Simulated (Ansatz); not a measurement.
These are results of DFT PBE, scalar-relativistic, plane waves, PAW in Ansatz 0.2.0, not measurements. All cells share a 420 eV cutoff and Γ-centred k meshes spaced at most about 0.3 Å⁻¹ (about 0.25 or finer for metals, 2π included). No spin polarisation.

Each guess is relaxed in cell and atoms at zero pressure, on a coarse mesh first where it starts far from rest and then on a converged one. The steps can't lower the symmetry of the start, but it can rise. Energies are static (0 K, no zero-point motion).

Two unrelaxed guesses for Zn₂SnO₃:

A.

```
Zn Sn O
1.0
     3.74448    0.00000    0.00000
    -1.87224    3.24281    0.00000
     0.00000    0.00000    8.55649
Zn Sn O
2 1 3
Direct
  0.33333 0.66667 0.00000
  0.66667 0.33333 0.00000
  0.00000 0.00000 0.50000
  0.00000 0.00000 0.00000
  0.00000 0.00000 0.28090
  0.00000 0.00000 0.71910
```

B.

```
Zn Sn O
1.0
     2.98784    0.00000    0.00000
     0.00000    2.98784    0.00000
     0.00000    0.00000    9.04608
Zn Sn O
2 1 3
Direct
  0.50000 0.50000 0.32482
  0.50000 0.50000 0.67518
  0.50000 0.50000 0.00000
  0.00000 0.00000 0.83907
  0.00000 0.00000 0.16093
  0.00000 0.00000 0.50000
```

Problem. Which guess leads to the lower structure, and by how much?

Solution. B ends lower, by 0.56 eV/atom. A: P6/mmm at 17.3 Å³/atom → P6/mmm at 22.6 Å³/atom; B: P4/mmm at 13.5 Å³/atom → P4/mmm at 11.6 Å³/atom. Counting O atoms around Sn and Zn (those within 1.25 times the shortest such distance or 1.15 times the sum of covalent radii, 1.27 where that leaves under three; the shortest distance is added where it exceeds 1.18 times the sum of covalent radii), the end of A has Zn 3 from 2.3 Å, Sn 2 and the end of B has Zn 8 from 2.4 Å, Sn 8 from 2.6 Å. End of A. Conventional cell: a = 4.065 Å, c = 9.459 Å. Around Zn lie 3 O at 2.35 Å and 3 Zn at 2.35 Å; around Sn lie 2 O at 1.86 Å; O on a site of symmetry 6/mmm has 6 Zn at 2.35 Å and 2 O at 2.87 Å; 1 more site not described. End of B. Conventional cell: a = 2.825 Å, c = 8.706 Å. Around Zn lie 8 O at 2.38–2.41 Å, 5 Zn at 2.68–2.82 Å and 1 Sn at 3.01 Å; Sn is surrounded by 8 O at 2.64 Å, 4 Sn at 2.82 Å and 2 Zn at 3.01 Å; O on a site of symmetry 4mm is surrounded by 4 Zn at 2.38 Å, 1 O at 2.63 Å, 4 Sn at 2.64 Å and 4 O at 2.82 Å; 1 more site not described.

Ends held by symmetry can be saddle points. Neither end is the lowest form computed: that has space group Cm (No. 8) and lies 0.74 eV/atom below the better end. No dispersion correction is applied, so the spacing and binding between layers, chains or molecules are poorly described (P6/mmm), and this can change margins and order among such cells. Some structure types and database cells were kept out of the candidates from the start, so a known form may be missing.
